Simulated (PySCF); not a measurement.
Molecule: `c1c[nH]cn1`, C$_{3}$H$_{4}$N$_{2}$.

Mapped SMILES: `[cH:1]1[cH:2][nH:3][cH:4][n:5]1`. Each H is labelled by its parent atom.

Spin–spin couplings on one PBE0-D3(BJ)/def2-SVP geometry, PySCF 2.14.0 with density-fitted response routines, gas phase, non-relativistic, equivalent pairs averaged; isotopes 13C, 1H, 15N; functional B3LYP.

How do the couplings (Hz) change with the basis set? Times are CPU seconds on shared hosts with different chips, so compare them loosely. Far from the basis limit: 6-31G-J, pcJ-0, 6-31G*, def2-TZVP, cc-pVTZ.

Answers


```tsv
basis set	functions	1J(C4,H(C4))	1J(C1,H(C1))	1J(C2,H(C2))	1J(N3,H(N3))	1J(C1,C2)	1J(C2,N3)	1J(N3,C4)	core-s
6-31G-J	76	228.5	208.9	206.6	-103.8	73.3	-16.8	-10.0	6.7
pcJ-0	77	198.2	180.9	182.6	-84.7	57.6	-12.8	-4.2	6.1
6-31G*	78	205.1	187.6	184.1	-87.8	87.9	-22.6	-17.3	6.8
pcJ-1	175	218.5	200.2	198.1	-99.4	73.9	-16.9	-11.4	19
def2-TZVP	179	207.7	190.8	188.0	-92.2	73.3	-16.0	-10.8	19
cc-pVTZ	206	196.1	181.2	177.5	-88.6	80.8	-14.3	-10.9	22
aug-cc-pVTZ-J	310	222.9	204.3	201.8	-101.1	71.8	-15.9	-11.0	43
```

The Fermi-contact term samples the wavefunction at the nucleus, which is why sets with added tight s functions (names with J) are made for couplings.
